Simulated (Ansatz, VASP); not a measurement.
# W in VASP and in Ansatz

```
W
1.0
    -1.50700    1.54409    1.54409
     1.54409   -1.50700    1.54409
     1.54409    1.54409   -1.50700
W
1
Direct
  0.00000 0.00000 0.00000
```

Change from the starting cell: equal engineering shear yz, xz and xy +0.0233, equal normal strain along x, y and z -0.0300.

Alike in both runs: task single point; functional PBE; k mesh 20 × 20 × 20; occupations gaussian, width 0.15 eV; no spin polarisation.

|  | VASP | Ansatz |
| --- | --- | --- |
| version | VASP 6.6.1 | Ansatz 0.2.0 |
| potentials or method | VASP PAW PBE potentials, release 64 (W_sv) | scalar-relativistic, plane waves, PAW |
| plane-wave cutoff (eV) | 520 | 420 |
| valence electrons in the cell | 14 | 14 |

Ansatz gave:

| Item | Value |
| --- | --- |
| gap on the k mesh at the Fermi level (eV) | none |
| pressure (GPa) | 34.1 |
| largest component of the traceless stress (GPa) | 4.51 |

Task: What did VASP give for the same quantities?

Result: gap on the k mesh at the Fermi level (eV): none; pressure (GPa): 35.0; largest component of the traceless stress (GPa): 4.59.

A gap of «none» marks a metal or a gap that the smearing closes.

Caveats: so large a pressure means that the cell lies far from this level's equilibrium, or that cutoff or potentials fall short (VASP). Spin-orbit coupling is left out, which matters for the levels of W.
